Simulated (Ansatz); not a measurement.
C (R-3m), random displacements

Method: DFT PBEsol, scalar-relativistic, plane waves, PAW in Ansatz. The runs took a 250 eV cutoff, a Γ-centred 6×6×6 mesh and Gaussian smearing (0.05 eV). The cutoff lies under the one recommended for these potentials. No spin polarisation. Energies are free energies at this smearing, counted from the undisturbed cell; pressure is positive in compression.

Reference structure (as given, not relaxed at this level):

```
C
1.0
    -2.45605   -1.41800    3.34701
     2.45605   -1.41800    3.34701
     0.00000    2.83601    3.34701
C
8
Direct
  0.16400 0.16400 0.16400
  0.66400 0.66400 0.16400
  0.66400 0.16400 0.66400
  0.16400 0.66400 0.66400
  0.83600 0.83600 0.83600
  0.33600 0.33600 0.83600
  0.33600 0.83600 0.33600
  0.83600 0.33600 0.33600
```

The cell holds layers and no dispersion correction was added, so their binding is poorly described.

The atoms are displaced (Å, in the unstrained cell):

| atom | ux | uy | uz |
| --- | --- | --- | --- |
| C1 | 0.093 | 0.059 | 0.015 |
| C2 | 0.010 | -0.119 | 0.145 |
| C3 | 0.121 | -0.241 | 0.082 |
| C4 | -0.300 | 0.110 | -0.164 |
| C5 | -0.108 | 0.044 | 0.159 |
| C6 | 0.106 | 0.018 | -0.093 |
| C7 | 0.197 | -0.142 | -0.109 |
| C8 | -0.120 | 0.271 | -0.035 |

Strain (Voigt, engineering shear): (-0.0093, 0.0046, -0.0090, -0.0035, -0.0045, 0.0148).

Question: What are the energy change, the stress and the forces?

Answer: ΔE = 2810.3 meV/atom; stress (xx, yy, zz, yz, xz, xy; compression positive) (100.46, 179.36, 1.96, 16.73, -8.51, -10.58) GPa.
```tsv
atom	Fx (eV/Å)	Fy	Fz
C1	2.08	-3.47	0.38
C2	3.32	5.55	-1.55
C3	12.00	70.22	3.87
C4	41.87	-26.90	-2.19
C5	-0.01	-4.46	-2.27
C6	-34.11	20.83	4.98
C7	-15.57	5.85	0.38
C8	-9.59	-67.63	-3.61
```

Cost: 1 run of about 0.17 core-minutes, on Arm Neoverse V2 (shared hosts).